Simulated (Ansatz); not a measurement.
Reactions of C4H10Si, SMILES `CC=CC[SiH3]`.

Calculated with Ansatz (gas phase, PBE0-D4/def2-TZVP geometries, no zero-point term in ΔE). CBS: MP2 limit from def2 TZ/QZ plus the TZ coupled-cluster correction, frozen cores. This one scheme is used for every species. Double bonds are as drawn, so ΔE can hold a change between cis and trans. Each species was taken in one conformer, which may not be the lowest.

Question: Order these by ΔE at CCSD(T)/CBS, lowest first. (Estimate.)
A. `C/C=C\C[SiH3]` + `N=C(N)O` → `CNC(=N)O` + `C=CC[SiH3]`
B. `C/C=C\C[SiH3]` + `[OH][AlH2]` → `[AlH2][O]C[SiH3]` + `C=CC`
C. `C/C=C\C[SiH3]` + `OBF` → `COBF` + `C=CC[SiH3]`
D. `C/C=C\C[SiH3]` + `BCS` → `BCSC[SiH3]` + `C=CC`
E. `C/C=C\C[SiH3]` + `BN` → `C/C=C\BN` + `C[SiH3]`

Answer: E (-52.5 kJ/mol), D (+6.5 kJ/mol), A (+31.7 kJ/mol), C (+62.5 kJ/mol), B (+81.0 kJ/mol).

Largest T1 diagnostic: 0.013, for `[AlH2][O]C[SiH3]`.
